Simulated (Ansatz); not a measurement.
# Gd (Fm-3m): equation of state

Aim: the bulk modulus of Gd (Fm-3m) from energies at several volumes around the relaxed one, with shape and atoms relaxed at each. The run doesn't test whether this is the element's stable form.

Computed with Ansatz 0.2.0 (DFT PBE, scalar-relativistic, plane waves, PAW, unless a step's input says otherwise).

1 further run of the same task is left out (it didn't finish).

### Step 1. The starting structure

The structure is trigonal, space group R-3m (No. 166). Conventional cell: a = 3.584 Å, b = 3.584 Å, c = 8.810 Å, α = 90.00°, β = 90.00°, γ = 120.00°. Around Gd (site symmetry -3m) lie 12 Gd at 3.58 to 3.59 Å.

Structure file:

```
Gd
1.0
    -2.54614   -2.54614    5.08019
    -5.08019   -2.54614    2.54614
    -2.54614   -5.08019    2.54614
Gd
2
Cartesian
  0.0000 0.0000 0.0000
  -5.0862 -5.0862 5.0862
```

This cell comes from an earlier session at PBE: 32.661 Å³/atom at 0.00 GPa, on a 14×14×14 mesh. The large moments point both ways and cancel.

Volume factors to run: 0.980, 1.020, 0.960, 1.040.

### Step 2. Scaling the volume by 0.980

The input, input.yaml:

```yaml
crystal:
  lattice:
    - [-2.529053537, -2.529053537, 5.0460958634]
    - [-5.0460958634, -2.529053537, 2.529053537]
    - [-2.529053537, -5.0460958634, 2.529053537]
  atoms:
    - { symbol: Gd, position: [0.0, 0.0, 0.0], spin: 7.95 }
    - { symbol: Gd, position: [0.5, 0.5, 0.5], spin: -7.95 }
basis:
  ecutwfc: 420
  ecutrho_ratio: 4
kpoints:
  mp_grid: { grid: [14, 14, 14] }
hamiltonian:
  xc: pbe
scf:
  occupations: { method: gaussian, width: 0.05 }
output:
  forces: true
  stress: true
  eigenvalues: true
  populations: true
magnetization:
  spin_polarized: true
relax:
  f_tol: 0.01
  max_steps: 40
  cell: { stress_tol: 0.1, fix: [volume] }
```

The run is started by

```
$ ansatz run input.yaml --threads 2 --pin off --max-ram 5120MiB --backend cpu --events-out ev --progress --plain --runs-dir out
```

After this run come: Scaling the volume by 1.020; At 0.960 of the relaxed volume; At 1.040 of the relaxed volume.

**Question.** What will these runs give? Wanted: V0; B0; B0′; scatter of the fit.

As calculated:

| quantity | value |
| --- | --- |
| V0 | 32.651 Å³/atom |
| B0 | 35 GPa |
| B0′ | 3.4 |
| scatter of the fit | 0.000 meV/atom |

What this shows: The fitted minimum lies at 32.65 Å³/atom, and the bulk modulus is 35 GPa, which is soft. One per cent of compression takes about 0.35 GPa. These are values at 0 K without zero-point motion. No U acts on the 4f shell, so its levels can lie too near the Fermi level. Spin–orbit coupling is left out, though the cell holds Gd; it splits the 4f levels.
